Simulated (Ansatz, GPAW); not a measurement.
ZnS: programs and potentials compared

```xyz
2
Lattice="0.0000 2.7020 2.7020 2.7020 0.0000 2.7020 2.7020 2.7020 0.0000" Properties=species:S:1:pos:R:3 pbc="T T T"
Zn    4.0530    4.0530    4.0530
S     0.0000    0.0000    0.0000
```

Alike in all runs: task band structure; functional PBEsol; k mesh 9 × 9 × 9; occupations gaussian, width 0.01 eV; no spin polarisation; no spin-orbit coupling. Pressure is positive in compression and, in plane waves, holds the error of the finite cutoff, which Ansatz's Pulay term estimates and takes out. Gaps are the smaller of the mesh's and the band path's.

| program and potentials | plane-wave cutoff (eV) | notes | band gap (eV) | pressure (GPa) |
| --- | --- | --- | --- | --- |
| Ansatz, Ansatz PAW | 420 | potentials made for PBE, which Ansatz adapts in part; Pulay term of +0.06 GPa included | 1.97 | -1.97 |
| Ansatz, all-electron LAPW, scalar-relativistic | - | - | ? | ? |
| GPAW, PAW data sets generated for this functional | 600 | - | 1.97 | -1.99 |

Q: Estimate from the other rows what the run with Ansatz, all-electron LAPW, scalar-relativistic gave.

A: Band gap 1.98 eV; pressure -1.96 GPa. The other rows, which needn't bracket it: band gap 1.97; pressure -1.99 to -1.97.
